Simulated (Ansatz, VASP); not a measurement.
## CuO in VASP and in Ansatz

File INCAR:

```
SYSTEM = CuO
PREC     = Accurate       ! precision mode
ENCUT    = 520            ! plane-wave cutoff, eV
EDIFF    = 1E-7           ! SCF threshold, eV
ISMEAR   = -1             ! smearing method
SIGMA    = 0.05           ! smearing width, eV
LREAL    = .False.        ! projectors in reciprocal space
LASPH    = .True.         ! aspherical terms in the spheres
NELM     = 80             ! most SCF steps
ALGO     = Normal         ! electronic algorithm
ISIF     = 2              ! what is computed and relaxed
LWAVE    = .False.        ! write WAVECAR
LCHARG   = .False.        ! write CHGCAR
GGA      = PE             ! functional
NBANDS   = 25             ! bands
```

File KPOINTS:

```
regular mesh
0
Gamma
  3 3 2
  0 0 0
```

POSCAR

```
CuO
1.0
    1.9909680000     -2.1535500000      0.0000000000
    1.9909680000      2.1535500000      0.0000000000
    0.0000000000      0.0000000000      5.1559280000
Cu O
2 2
Direct
    0.5000000000      0.0000000000      0.0000000000
    0.0000000000      0.5000000000      0.5000000000
    0.5000000000      0.5000000000      0.2500000000
    0.5000000000      0.5000000000      0.7500000000
```

File input.yaml:

```yaml
crystal:
  lattice:
    - [1.990968, -2.15355, 0.0]
    - [1.990968, 2.15355, 0.0]
    - [0.0, 0.0, 5.155928]
  atoms:
    - { symbol: Cu, position: [0.5, 0.0, 0.0] }
    - { symbol: Cu, position: [0.0, 0.5, 0.5] }
    - { symbol: O, position: [0.5, 0.5, 0.25] }
    - { symbol: O, position: [0.5, 0.5, 0.75] }
hamiltonian:
  xc: pbe
  pseudopotentials: { kind: paw }
kpoints:
  mp_grid: { grid: [3, 3, 2] }
scf:
  occupations: { method: fermi_dirac, width: 0.05 }
output:
  forces: true
  stress: true
  eigenvalues: true
  write_density: true
  write_potential: true
  elf: true
  volumetric_format: npy
```

Measurements of this composition are mostly on another form, of space group No. 15.

Alike in both runs: task single point; functional PBE; k mesh 3 × 3 × 2; occupations fermi-dirac, width 0.05 eV; no spin polarisation.

```csv
,VASP,Ansatz
version,VASP 6.6.1,Ansatz 0.2.0
potentials or method,"VASP PAW PBE potentials, release 64 (Cu, O)",Ansatz PAW
plane-wave cutoff (eV),520,420
valence electrons in the cell,34,50
```

Ansatz gave:

* gap on the k mesh at the Fermi level (eV): none
* pressure (GPa): 0.4
* largest component of the traceless stress (GPa): 1.55

Question: Which values does VASP return?

Answer: gap on the k mesh at the Fermi level (eV): none; pressure (GPa): 1.1; largest component of the traceless stress (GPa): 1.32.

A gap of «none» marks a metal or a gap that the smearing closes. The functional is the same, so the differences come from potentials, cutoffs and numerics. The two sets of potentials don't hold the same shells in valence.

Caveats: the k mesh is coarse (spacing up to 0.72 Å⁻¹), so the values aren't converged; the run has no spin polarisation, though such a crystal can be magnetic; semilocal functionals often make such compounds metallic where correlation or magnetic order opens a gap, which also shifts bond lengths; the pressure holds a Pulay correction of +0.6 GPa for the finite cutoff (Ansatz).
